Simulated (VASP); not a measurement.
# H21O10F in VASP: further runs, part 2 of 2

VASP 6.6.1. The steps go on from the part before.

## 3. Single point, PBE+D3(BJ)

INCAR reads:

```
PREC = Accurate ; ENCUT = 520
EDIFF = 1E-6 ; ISMEAR = -1
SIGMA = 0.05 ; LREAL = Auto
LASPH = True ; NELM = 100
ALGO = Normal ; ISIF = 2
LWAVE = False ; LCHARG = False
GGA = PE ; IVDW = 12
NBANDS = 66
```

KPOINTS reads:

```
regular mesh
0
Gamma
  1 1 1
```

POSCAR reads:

```
H21O10F
1.0
    6.9382320000      0.0000000000      0.0000000000
    0.0000000000      6.9382320000      0.0000000000
    0.0000000000      0.0000000000      6.9382320000
O H F
10 21 1
Direct
    0.8293899656      0.7049490418      0.5345742258
    0.2014490147      0.2140602966      0.6363004293
    0.9941869917     -0.0430369005      0.3683359104
    0.2619255165      1.0541446294      0.9805379814
    0.7770999874      0.1978746170      0.1648258519
    0.2447885859      0.6106743043      0.4422019904
    0.0441755191      0.4657382457      0.0968546454
    0.6375399381      0.9222234137      0.8948533286
    0.6006285175      0.1573023214      0.5874407198
    0.2399890923      0.6204894849      0.8369279090
    0.9194561381      0.8045853756      0.4678569411
    0.7698791277      0.7547311765      0.6552533844
    0.1598534036      0.3451743902      0.6216857551
    0.3487343750      0.2201425378      0.6037993541
    1.0710221278      0.0379059103      0.4569752064
    0.8947668513      0.0517999398      0.3123274056
    0.2147377026      1.1054833566      0.8570771343
    0.1666562894      0.9628389480      1.0299165551
    0.6406531232      0.2290352931      0.1914752923
    0.8469881088      0.3257313967      0.1414048997
    0.1749869419      0.5425733818      0.3317992249
    0.3809760181      0.5975441582      0.3940917513
    0.0885816444      0.5501978026     -0.0017583730
    0.1139771631      0.3473651501      0.0738372542
    0.6905073223      1.0044922107      0.9948355719
    0.5024622988      0.9266193463      0.9344599604
    0.6774780665      0.2764393004      0.6129227158
    0.6067828231      0.0927325578      0.7122996175
    0.3632625718      0.5609065825      0.8218808480
    0.2182256229      0.6559163775      0.6972525566
    0.6963157185      0.6381452797      0.4022494491
    0.6069846036      0.5792109575      0.2893532531
```

Potentials or basis: VASP PAW PBE potentials, release 64 (O, H, F).

Started as:

```sh
> cat potpaw_PBE.64/O/POTCAR potpaw_PBE.64/H/POTCAR potpaw_PBE.64/F/POTCAR > POTCAR
> mpirun -np 1 vasp_gam > vasp.out
```

OUTCAR:

```text
PREC = Accurate
   ENCUT = 520
   EDIFF = 1E-6
   ISMEAR = -1
   LREAL = Auto
   LASPH = True
   NELM = 100
   ISIF = 2
   GGA = PE
   IVDW = 12
 IVDW          = 12

 ion  position               nearest neighbor table
   1  0.829  0.705  0.535-  12 1.00  11 1.04  31 1.38
   2  0.201  0.214  0.636-  13 0.96  14 1.05
   3  0.994  0.957  0.368-  15 0.99  16 1.03  11 1.37
   4  0.262  0.054  0.981-  18 0.98  17 0.98
   5  0.777  0.198  0.165-  19 0.99  20 1.02
   6  0.245  0.611  0.442-  22 1.01  21 1.02
   7  0.044  0.466  0.097-  23 0.95  24 0.97
   8  0.638  0.922  0.895-  25 0.97  26 0.98
   9  0.601  0.157  0.587-  28 0.98  27 1.00
  10  0.240  0.620  0.837-  29 0.96  30 1.01
  11  0.919  0.805  0.468-   1 1.04   3 1.37
  12  0.770  0.755  0.655-   1 1.00
  13  0.160  0.345  0.622-   2 0.96
  14  0.349  0.220  0.604-   2 1.05
  15  0.071  0.038  0.457-   3 0.99
  16  0.895  0.052  0.312-   3 1.03
  17  0.215  0.105  0.857-   4 0.98
[... 11 lines left out ...]
  29  0.363  0.561  0.822-  10 0.96
  30  0.218  0.656  0.697-  10 1.01
  31  0.696  0.638  0.402-  32 1.08   1 1.38
  32  0.607  0.579  0.289-  31 1.08

  LATTYP: Found a simple cubic cell.
 ALAT       =     6.9382320000

  Lattice vectors:

 A1 = (   6.9382320000,   0.0000000000,   0.0000000000)
 A2 = (   0.0000000000,   6.9382320000,   0.0000000000)
 A3 = (   0.0000000000,   0.0000000000,   6.9382320000)

Analysis of symmetry for initial positions (statically):
=====================================================================
 Subroutine PRICEL returns:
 Original cell was already a primitive cell.

 Routine SETGRP: Setting up the symmetry group for a
 simple cubic supercell.

 Subroutine GETGRP returns: Found  1 space group operations
 (whereof  1 operations were pure point group operations)
 out of a pool of 48 trial point group operations.

[... 172 lines left out ...]
  Fermi-wavevector in a.u.,A,eV,Ry     =   1.049511  1.983288 14.986448  1.101473
  Thomas-Fermi vector in A             =   2.184476
   LORBIT       =      0    0 simple, 1 ext, 2 COOP (PROOUT), +10 PAW based schemes
   GGA     = PE    functional components
   LHFCALC =     F    Hartree Fock is set to
   AEXX    =    0.0000 exact exchange contribution
   IVDW    =    12    specifies the selected vdW correction
   LEPSILON=     F    determine dielectric tensor
   LRPA    =     F    only Hartree local field effects (RPA)
 non-spin polarized calculation
  energy-cutoff  :      520.00
  volume of cell :      334.00
 maximum number of plane-waves:      4523
 NGX is ok and might be reduce to    50
   NGX = 25   NGY = 25   NGZ = 25

 number of electron      87.9999993 magnetization

 Free energy of the ion-electron system (eV)
  ---------------------------------------------------
  ext. energy  EPLUGINS =         0.00000000
  ---------------------------------------------------
  free energy    TOTEN  =      -154.25108417 eV

  energy without entropy =     -154.25108417  energy(sigma->0) =     -154.25108417

 E-fermi :  -2.4893     XC(G=0):  -6.6608

 val. band max:       -3.7270701138   @ k =   0.0000   0.0000   0.0000
 cond. band min:       0.8097694059   @ k =   0.0000   0.0000   0.0000
 fundamental gap:      4.5368395197
 Fermi energy:        -2.4892793900

 k-point     1 :       0.0000    0.0000    0.0000
  band No.  band energies     occupation
      1     -24.9157      2.00000
      2     -23.0111      2.00000
      3     -22.6548      2.00000
      4     -22.5023      2.00000
      5     -22.3545      2.00000
      6     -22.2901      2.00000
[... 48 lines left out ...]
     55       6.1820      0.00000
     56       6.4072      0.00000
 [bands above 56 left out]

------------------------ aborting loop because EDIFF is reached ----------------------------------------

 Edisp (eV)   -1.01780

 E8    (eV) :    -0.2065

  FORCE on cell =-STRESS in cart. coord.  units (eV):
  Direction    XX          YY          ZZ          XY          YZ          ZX
  --------------------------------------------------------------------------------------
  -------------------------------------------------------------------------------------
  Total      -2.11373     0.72608    -0.76572     0.19819    -4.57521    -1.20485
  in kB     -10.13942     3.48298    -3.67312     0.95071   -21.94699    -5.77960
  external pressure =       -3.44 kB  Pullay stress =        0.00 kB

 VOLUME and BASIS-vectors are now :
 -----------------------------------------------------------------------------
  energy-cutoff  :      520.00
  volume of cell :      334.00
      direct lattice vectors                 reciprocal lattice vectors
     6.938232000  0.000000000  0.000000000     0.144128937  0.000000000  0.000000000
     0.000000000  6.938232000  0.000000000     0.000000000  0.144128937  0.000000000
     0.000000000  0.000000000  6.938232000     0.000000000  0.000000000  0.144128937

 POSITION                                       TOTAL-FORCE (eV/Angst)
 -----------------------------------------------------------------------------------
      5.75450      4.89110      3.70900        -1.349400     -1.377388      1.025304
      1.39770      1.48520      4.41480         1.895033     -0.759287     -0.491997
      6.89790      6.63963      2.55560         0.127823      1.615164     -0.628852
      1.81730      0.37567      6.80320        -0.009791     -0.058243      0.744736
      5.39170      1.37290      1.14360        -0.481336      0.716694     -0.197888
      1.69840      4.23700      3.06810         0.313821     -1.180982     -1.437055
[... 24 lines left out ...]
      4.83120      4.42760      2.79090         0.233943     -0.047874     -0.248521
      4.21140      4.01870      2.00760         0.150575      0.184995      0.690809
 -----------------------------------------------------------------------------------
    total drift:                                0.002030     -0.000257     -0.001233

  FREE ENERGIE OF THE ION-ELECTRON SYSTEM (eV)
  ---------------------------------------------------
  free  energy   TOTEN  =      -155.2688795869 eV

  energy  without entropy=     -155.2688795869  energy(sigma->0) =     -155.26887959
```

stdout:

```text
POSCAR found type information on POSCAR O H F
 POSCAR found :  3 types and      32 ions
 scaLAPACK will be used
 LDA part: xc-table for (Slater+PW92), standard interpolation
 POSCAR, INCAR and KPOINTS ok, starting setup
 FFT: planning ... GRIDC
 FFT: planning ... GRID_SOFT
 FFT: planning ... GRID
 WAVECAR not read
 entering main loop
```

Run time: 36 s. Hardware: 1 thread of Intel Xeon Platinum 8559C (Emerald Rapids), shared host; peak memory 0.34 GiB.

Results:

| Property | Result |
| --- | --- |
| Free energy | -155.2689 eV |
| Pressure | -0.3 GPa |
| Largest force | 2.829 eV/Å |
| Band gap on the k mesh | 4.54 eV, direct |
| Dispersion energy per atom | -0.032 eV |

Forces on the atoms (eV/Å):
```
O   -1.349 -1.377  1.025
O    1.895 -0.759 -0.492
O    0.128  1.615 -0.629
O   -0.010 -0.058  0.745
O   -0.481  0.717 -0.198
O    0.314 -1.181 -1.437
O   -1.122 -1.271  2.265
O   -0.132 -0.177 -0.340
O    0.187  1.935 -0.293
O   -0.343  1.040 -1.629
H   -0.435  0.487  0.079
H    0.455  0.058 -0.816
H   -0.253  0.893 -0.144
H   -1.484 -0.344  0.249
H    0.131 -0.068 -0.091
H    0.571 -0.727  0.271
H   -0.129  0.055 -0.393
H    0.187  0.166 -0.017
H    0.768  0.137  0.183
H   -0.553 -0.687  0.077
H    0.167  0.951  1.056
H   -0.456  0.286  0.279
H    0.688  1.057 -1.462
H    0.492 -0.534 -0.169
H    0.933  0.347  0.364
H   -0.787 -0.244 -0.139
H   -0.558 -0.820 -0.527
H    0.194 -0.967  0.650
H    0.888 -0.459  0.492
H   -0.291 -0.208  0.600
H    0.234 -0.048 -0.249
F    0.151  0.185  0.691
```

A hybrid or GW would open this gap; PBE tends to underestimate it.

## 4. Single point, PBE+D3(BJ)

INCAR reads:

```
SYSTEM = H21O10F
ALGO = Normal
EDIFF = 1E-7
ENCUT = 520
GGA = PE
ISIF = 2
ISMEAR = -1
IVDW = 12
LASPH = .TRUE.
LCHARG = .FALSE.
LREAL = Auto
LWAVE = .FALSE.
NBANDS = 66
NELM = 60
PREC = Accurate
SIGMA = 0.05
```

KPOINTS reads:

```
k-points
0
G
  1 1 1
  0 0 0
```

POSCAR reads:

```
H21O10F
1.0
    6.9382320000      0.0000000000      0.0000000000
    0.0000000000      6.9382320000      0.0000000000
    0.0000000000      0.0000000000      6.9382320000
O H F
10 21 1
Direct
    0.7985031345      0.7018790954      0.5530659684
    0.2040865742      0.2002959832      0.6114670135
    1.0231569080     -0.0228011978      0.3611871151
    0.2746088629      1.1015918753      0.9886236148
    0.7640130800      0.1990132356      0.1674489985
    0.2369191460      0.5915483945      0.4495237403
    0.0107808445      0.4542079308      0.0820958423
    0.6130668447      0.9218919171      0.8939453163
    0.5744691155      0.1315608933      0.5773228684
    0.2317737429      0.6830414434      0.8166922063
    0.8835247942      0.8067617226      0.5046674715
    0.7755866336      0.7382140003      0.6843674296
    0.1604587451      0.3320442441      0.6324665996
    0.3503342062      0.2008724989      0.6242080115
    1.0763404856      0.0636329255      0.4562689746
    0.9247889088      0.0386697937      0.2761942812
    0.2211658532      1.1101531341      0.8521623376
    0.1994312096      1.0047516428      1.0544328872
    0.6585971758      0.2595473890      0.2353337277
    0.8305429971      0.3077296925      0.1121178998
    0.1455702260      0.6558154873      0.3689989035
    0.3641273454      0.5993025313      0.3898111219
    0.0744570086      0.5370532435     -0.0060101767
    0.1294854366      0.3807165860      0.1266172708
    0.6819028248      1.0116121802      0.9718902452
    0.4740256596      0.9455002369      0.9382793772
    0.6554984036      0.2472676036      0.5924996454
    0.5884352094      0.0417253271      0.6900893484
    0.3665487115      0.6912279670      0.8668346634
    0.2581925770      0.6494594012      0.6709490256
    0.6695365621      0.6376840671      0.4217356814
    0.5843851863      0.5963334752      0.3107708131
```

Started as:

```sh
> cat potpaw_PBE.64/O/POTCAR potpaw_PBE.64/H/POTCAR potpaw_PBE.64/F/POTCAR > POTCAR
> mpirun -np 1 vasp_gam > vasp.out
```

Run time: 40 s. Hardware: 1 thread of Intel Xeon Platinum 8559C (Emerald Rapids), shared host; peak memory 0.35 GiB.

The run converged. Its results:

| Item | Value |
| --- | --- |
| Free energy | -155.2390 eV |
| Pressure | 0.6 GPa |
| Largest force | 2.570 eV/Å |
| Band gap on the k mesh | 4.71 eV, direct |
| Dispersion energy per atom | -0.032 eV |

Forces on the atoms (eV/Å):
```
O    0.741 -0.090 -0.131
O    0.239  0.055  0.919
O   -0.855 -1.869 -1.104
O    0.050  0.068 -0.926
O   -0.845 -1.195 -0.004
O    0.184 -0.706  0.918
O    1.435 -1.402  1.606
O   -1.777 -1.188 -0.775
O   -0.134  0.751 -0.315
O    1.697 -0.372 -0.815
H    0.159  0.227 -0.692
H   -0.606  0.094  0.951
H    0.130  0.088 -0.244
H   -0.463 -0.113 -0.825
H    0.490  1.053  0.435
H    0.238  0.419  0.770
H    0.193  0.045  0.888
H   -0.433 -0.210  0.367
H   -0.454 -0.176  0.321
H    1.012  0.938 -0.552
H   -0.562  0.620 -0.472
H    0.433  0.055 -0.432
H    0.481  1.475 -1.702
H   -1.503  0.279 -0.260
H    0.863  1.041  1.195
H    1.010  0.304 -0.281
H   -0.192 -0.838  0.259
H    0.549  0.378  0.156
H   -1.064 -0.108 -0.146
H   -0.916  0.463  1.190
H    0.322  0.403  0.201
F   -0.420 -0.490 -0.501
```

Stress tensor (GPa, compression positive):
```
 0.19  1.29 -0.26
 1.29  0.91 -0.44
-0.26 -0.44  0.78
```

Levels at points of the mesh, in eV from the valence-band top:
```
           k point  band 40  band 41  band 42  band 43  band 44  band 45  band 46  band 47  band 48  band 49
(0.00, 0.00, 0.00)    -0.39    -0.38    -0.22    -0.06     0.00     4.71     7.27     7.89     8.08     8.36
```
